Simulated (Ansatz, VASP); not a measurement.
One calculation of Hf, two programs

```
Hf
1.0
     0.00000    2.21258    2.21258
     2.21258    0.00000    2.21258
     2.21258    2.21258    0.00000
Hf
1
Direct
  0.00000 0.00000 0.00000
```

Change from the starting cell: volume scaled by 0.99, PAW files.

Alike in both runs: task electric field gradients; functional LDA; k mesh 13 × 13 × 13; occupations fermi-dirac, width 0.03 eV; no spin polarisation.

|  | VASP | Ansatz |
| --- | --- | --- |
| version | VASP 6.6.1 | Ansatz 0.2.0 |
| potentials or method | VASP PAW LDA potentials, release 64 (Hf_pv) | PAW with Ansatz's default frozen-core files, scalar-relativistic |
| plane-wave cutoff (eV) | 520 | 420 |
| valence electrons in the cell | 10 | 26 |

```csv
,VASP,Ansatz,Ansatz less VASP
pressure (GPa),-4.5,-4.5,-0.02
Vzz of the field gradient on the site that differs most (V/Å²),0.0,0.0,0.00
```

The two sets of potentials don't hold the same shells in valence. Ansatz warned: «gradients_without_spin_orbit».

Spin-orbit coupling is left out, which matters for the levels of Hf.
